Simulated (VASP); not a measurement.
Set up this calculation in VASP 6.6.1, as the native input.

```
Task                               : band structure
Functional                         : HSE03
Potentials or basis                : VASP PAW PBE potentials, release 64 (Pb_d, Se)
Cutoff                             : 520 eV
k mesh                             : 6 × 6 × 6
Occupations                        : gaussian, width 0.02 eV
Spin                               : no spin polarisation
Ladder                             : gaps
Grid for exact exchange (PRECFOCK) : Fast
Further INCAR settings             : ALGO = Normal; EDIFF = 1e-06; NBANDS = 17
```

PbSe (Clausthalite):

```
Pb Se
1.0
     0.00000    3.06065    3.06065
     3.06065    0.00000    3.06065
     3.06065    3.06065    0.00000
Pb Se
1 1
Direct
  0.00000 0.00000 0.00000
  0.50000 0.50000 0.50000
```

One way to write it, as run:

POSCAR

```
PbSe
1.0
    0.0000000000      3.0606500000      3.0606500000
    3.0606500000      0.0000000000      3.0606500000
    3.0606500000      3.0606500000      0.0000000000
Pb Se
1 1
Direct
    0.0000000000      0.0000000000      0.0000000000
    0.5000000000      0.5000000000      0.5000000000
```

INCAR.step1

```
PREC = Accurate
ENCUT = 520
EDIFF = 1E-5
ISMEAR = 0
SIGMA = 0.02
LREAL = False
LASPH = True
NELM = 80
ALGO = Normal
ISIF = 2
LWAVE = True
LCHARG = False
NBANDS = 17
GGA = PE
KPAR = 4
```

INCAR.step2

```
PREC = Accurate
ENCUT = 520
EDIFF = 1E-6
ISMEAR = 0
SIGMA = 0.02
LREAL = False
LASPH = True
NELM = 80
ALGO = Normal
ISIF = 2
LWAVE = False
LCHARG = False
GGA = PE
LHFCALC = True
HFSCREEN = 0.3
PRECFOCK = Fast
NBANDS = 17
ISTART = 1
KPAR = 4
```

KPOINTS

```
Automatic mesh
0
Gamma
  6 6 6
```

KPOINTS_OPT

```
path GXWKGLUWLK,UX
12
line-mode
reciprocal
 0.0000000000  0.0000000000  0.0000000000  G
 0.5000000000  0.0000000000  0.5000000000  X

 0.5000000000  0.0000000000  0.5000000000  X
 0.5000000000  0.2500000000  0.7500000000  W

 0.5000000000  0.2500000000  0.7500000000  W
 0.3750000000  0.3750000000  0.7500000000  K

 0.3750000000  0.3750000000  0.7500000000  K
 0.0000000000  0.0000000000  0.0000000000  G

 0.0000000000  0.0000000000  0.0000000000  G
 0.5000000000  0.5000000000  0.5000000000  L

 0.5000000000  0.5000000000  0.5000000000  L
 0.6250000000  0.2500000000  0.6250000000  U

 0.6250000000  0.2500000000  0.6250000000  U
 0.5000000000  0.2500000000  0.7500000000  W

 0.5000000000  0.2500000000  0.7500000000  W
 0.5000000000  0.5000000000  0.5000000000  L

 0.5000000000  0.5000000000  0.5000000000  L
 0.3750000000  0.3750000000  0.7500000000  K

 0.6250000000  0.2500000000  0.6250000000  U
 0.5000000000  0.0000000000  0.5000000000  X
```

Potentials or basis: VASP PAW PBE potentials, release 64 (Pb_d, Se).

The run is started by

```bash
$ cat potpaw_PBE.64/Pb_d/POTCAR potpaw_PBE.64/Se/POTCAR > POTCAR
$ cp INCAR.step1 INCAR
$ mpirun -np 4 vasp_std > vasp.out
$ cp INCAR.step2 INCAR
$ mpirun -np 4 vasp_std > vasp.out
```

Results of the run:

* Pressure: 1.3 GPa
* Band gap on the k mesh: 0.58 eV, direct
* Band gap along the path: 0.58 eV, direct

Caveat: the PAW data sets were made with another functional, which shifts forces and pressure a little; spin-orbit coupling is left out, which as a rule narrows the gap of such compounds by several tenths of an eV.

Wall time 33 min on 4 MPI ranks on Intel(R) Xeon(R) Platinum 8559C (Emerald Rapids) (shared host), peak memory 0.4 GiB a rank.
